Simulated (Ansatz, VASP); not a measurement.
**MgS in VASP and in Ansatz**

The input INCAR:

```
SYSTEM = MgS
PREC     = Accurate       ! precision mode
ENCUT    = 520            ! plane-wave cutoff, eV
EDIFF    = 1E-8           ! SCF threshold, eV
ISMEAR   = -1             ! smearing method
SIGMA    = 0.05           ! smearing width, eV
LREAL    = .False.        ! projectors in reciprocal space
LASPH    = .True.         ! aspherical terms in the spheres
NELM     = 80             ! most SCF steps
ALGO     = Normal         ! electronic algorithm
ISIF     = 2              ! what is computed and relaxed
LWAVE    = .False.        ! write WAVECAR
LCHARG   = .False.        ! write CHGCAR
GGA      = PE             ! functional
LEFG     = .True.       
NBANDS   = 11             ! bands
```

The input KPOINTS:

```
Automatic mesh
0
Gamma
  13 13 13
  0 0 0
```

POSCAR

```
MgS
1.0
    0.0000000000      2.8950775382      2.8950775382
    2.8950775382      0.0000000000      2.8950775382
    2.8950775382      2.8950775382      0.0000000000
Mg S
1 1
Direct
    0.0000000000      0.0000000000      0.0000000000
    0.2500000000      0.2500000000      0.2500000000
```

Input for Ansatz:

```yaml
crystal:
  lattice:
    - [0.0, 2.8950775382, 2.8950775382]
    - [2.8950775382, 0.0, 2.8950775382]
    - [2.8950775382, 2.8950775382, 0.0]
  atoms:
    - { symbol: Mg, position: [0.0, 0.0, 0.0] }
    - { symbol: S, position: [0.25, 0.25, 0.25] }
kpoints:
  mp_grid: { grid: [13, 13, 13] }
scf:
  occupations: { method: fermi_dirac, width: 0.05 }
hamiltonian:
  xc: pbe
  pseudopotentials: { kind: all_electron, datasets: crystal }
output:
  forces: true
  stress: true
  eigenvalues: true
  efg: { contact_densities: true }
```

Change from the starting cell: volume scaled by 1.05, crystal datasets.

Alike in both runs: task electric field gradients; functional PBE; k mesh 13 × 13 × 13; occupations fermi-dirac, width 0.05 eV; no spin polarisation.

|  | VASP | Ansatz |
| --- | --- | --- |
| version | VASP 6.6.1 | Ansatz 0.2.0 |
| potentials or method | VASP PAW PBE potentials, release 64 (Mg, S) | all-electron PAW with datasets made for the crystal, scalar-relativistic |
| plane-wave cutoff (eV) | 520 | see its input |

Ansatz gave:

```
gap on the k mesh at the Fermi level (eV)                      : 3.14
pressure (GPa)                                                 : -2.4
Vzz of the field gradient on the site that differs most (V/Å²) : 0.0
```

Q: Which values does VASP return?

A: gap on the k mesh at the Fermi level (eV): 3.13; pressure (GPa): -2.6; Vzz of the field gradient on the site that differs most (V/Å²): 0.0.

Ansatz ran all-electron here, so the differences hold the error of VASP's frozen core and of both bases.

Caveats: an odd mesh through Γ misses points on the zone boundary, where band edges often lie.
